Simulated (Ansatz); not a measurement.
## Where the states of Ca lie

```
Ca
1.0
    -2.19041    2.19041    2.19041
     2.19041   -2.19041    2.19041
     2.19041    2.19041   -2.19041
Ca
1
Direct
  0.00000 0.00000 0.00000
```

The structure comes from a relaxation in the same program, started in the bcc type, and has space group Im-3m. Whether it is a known phase or the ground state wasn't checked.

The calculation used DFT, PBE, all-electron LAPW, scalar-relativistic in Ansatz 0.2.0.

Sampling and basis: a Γ-centred 13×13×13 k mesh, Fermi–Dirac smearing of 0.08 eV, basis error target 1 meV/atom, no spin polarisation.

States per eV and cell, averaged over 0.4 eV, from -4.2 to 1.6 eV, with energies (bin centres) from the Fermi level; empty bins are left out. 

| E (eV) | total |
| --- | --- |
| -4.1 | 0.02 |
| -3.7 | 0.14 |
| -3.3 | 0.22 |
| -2.9 | 0.28 |
| -2.5 | 0.35 |
| -2.1 | 0.42 |
| -1.7 | 0.51 |
| -1.3 | 0.63 |
| -0.9 | 0.87 |
| -0.5 | 0.82 |
| -0.1 | 0.95 |
| 0.3 | 2.10 |
| 0.7 | 1.56 |
| 1.1 | 1.76 |
| 1.5 | 2.23 |
